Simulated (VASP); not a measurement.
Set up this calculation in VASP 6.6.1, as the native input.

```
Task                   : relaxation of cell and atoms
Functional             : PBEsol
Potentials or basis    : VASP PAW PBE potentials, release 64 (Sn_d, Se)
Cutoff                 : 600 eV
k mesh                 : 6 × 6 × 4
Occupations            : gaussian, width 0.1 eV
Spin                   : no spin polarisation
Target pressure        : 5.1 GPa
Dipole correction      : no
Further INCAR settings : ALGO = Fast; EDIFF = 1e-06; IBRION = 2; EDIFFG = -0.05; NSW = 80; ISIF = 3
Target pressure        : 5.1 GPa
```

The structure of SnSe2 lies in POSCAR:

```
SnSe2
1.0
    3.7724504313      0.0000000000      0.0000000000
   -1.8862252156      3.2670379080      0.0000000000
    0.0000000000      0.0000000000      5.5266436601
Sn Se
1 2
Direct
    0.0000000000      0.0000000000      0.0000000000
    0.3333333333      0.6666666667      0.2864235598
    0.6666666667      0.3333333333      0.7135764402
```

The input as run:

INCAR

```
  PREC = Accurate
  ENCUT = 600
  EDIFF = 1E-6
  ISMEAR = 0
  SIGMA = 0.1
  LREAL = False
  LASPH = True
  NELM = 100
  ALGO = Fast
  ISIF = 3
  LWAVE = False
  LCHARG = False
  GGA = PS
  IBRION = 2
  NSW = 80
  EDIFFG = -0.05
  PSTRESS = 51.0
```

KPOINTS

```
regular mesh
0
Gamma
  6 6 4
```

Potentials or basis: VASP PAW PBE potentials, release 64 (Sn_d, Se).

Launch:

```bash
$ cat potpaw_PBE.64/Sn_d/POTCAR potpaw_PBE.64/Se/POTCAR > POTCAR
$ mpirun -np 1 vasp_std > vasp.out
```

Results of the run:

```
Pressure after relaxing      : 5.2 GPa
Largest force after relaxing : 0.016 eV/Å
Band gap on the k mesh       : none (metal or under the smearing width)
```

Caveat: the relaxation stopped at its first step, so nothing moved; the cell is relaxed towards a set pressure, so the enthalpy falls and the energy may rise; the PAW data sets were made with another functional, which shifts forces and pressure a little; the relaxation stopped at a loose force limit of 0.05 eV/Å, so its end isn't a converged minimum.

Wall time 31 s on 1 thread of AMD EPYC 7R13 Processor (Zen 3) (shared host), peak memory 0.18 GiB.
